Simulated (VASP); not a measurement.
# TePb: relaxation of cell and atoms with PBE

Crystal: TePb.

```
Te Pb
1.0
     4.00229    0.00000    0.00000
     0.00000    4.00229    0.00000
     0.00000    0.00000    4.00229
Te Pb
1 1
Direct
  0.50000 0.50000 0.50000
  0.00000 0.00000 0.00000
```

Measurements of this composition are mostly on another form, of space group No. 225.

```yaml
Program: VASP 6.6.1
Task: relaxation of cell and atoms
Functional: PBE
Potentials_or_basis: VASP PAW PBE potentials, release 64 (Te, Pb_d)
Cutoff: 600 eV
k_mesh: 8 × 8 × 8
Occupations: gaussian, width 0.03 eV
Spin: no spin polarisation
Further_INCAR_settings: ALGO = Normal; EDIFF = 1e-06; IBRION = 2; EDIFFG = -0.01; NSW = 90; ISIF = 3
```

| Quantity | Value |
| --- | --- |
| Pressure after relaxing | 0.0 GPa |
| Band gap on the k mesh | none (metal or under the smearing width) |

Final structure:
```yaml
crystal:
  lattice:
    - [4.00229, 0.00000, 0.00000]
    - [0.00000, 4.00229, 0.00000]
    - [0.00000, 0.00000, 4.00229]
  atoms:
    - { symbol: Te, position: [0.50000, 0.50000, 0.50000] }
    - { symbol: Pb, position: [0.00000, 0.00000, 0.00000] }
```

Levels at points of the mesh, in eV from the Fermi level:
```tsv
k point	band 8	band 9	band 10	band 11	band 12	band 13
(0.00, 0.00, 0.00)	-1.59	-1.59	-1.59	3.98	3.98	5.21
(0.50, 0.00, 0.00)	-0.80	-0.17	-0.17	0.16	2.28	2.28
(0.50, 0.50, 0.00)	-4.41	-4.41	0.21	3.47	3.67	3.67
(0.50, 0.50, 0.50)	-2.49	-2.49	-2.49	-1.08	-1.08	-1.08
```

Run time: 18 s on 1 thread of Intel(R) Xeon(R) Platinum 8488C (Sapphire Rapids), with other jobs on the host, peak memory 0.19 GiB.

Caveat: the relaxation stopped at its first step, so nothing moved. The run has no spin-orbit coupling, so splittings on Pb, Te are missing.
